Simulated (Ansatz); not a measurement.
**TiTe and the effect of the Hubbard U on Ti d**

It takes space group P6_3/mmc (No. 194, hexagonal). Conventional cell: a = 3.842 Å, b = 3.842 Å, c = 6.403 Å, α = 90.00°, β = 90.00°, γ = 120.00°. Te (site symmetry -6m2) is surrounded by 6 Ti at 2.74 Å. Ti (site symmetry -3m) has 6 Te at 2.74 Å as nearest neighbours.

Kept alike: task projected density of states; functional PBEsol; k mesh 8 × 8 × 4; occupations fermi-dirac, width 0.05 eV; no spin polarisation. Program: Ansatz, Ansatz PAW, cutoff 420 eV. The mesh is that of the run's cell of 4 atoms. No spin-orbit coupling.

| Hubbard U on Ti d, U (eV) | pressure (GPa) |
| --- | --- |
| 0 | 3.42 |
| 1 | 4.28 |
| 2 | 5.21 |
| 3 | 6.21 |
| 4 | 7.45 |

Pressure is positive in compression, with a Pulay correction for the finite cutoff. U acts here on a shell without spin polarisation. For a metal such a mesh leaves the last digits unconverged. How U acts hangs on the program's projectors. All rows use potentials made for PBE. U is the effective U - J on orthogonalised atomic projectors. Double counting: fully localised limit (the default).

The pressure rises from 3.42 to 7.45 GPa between 0 and 4 eV. U localises the shell and weakens its bonds, so the cell pushes outwards.
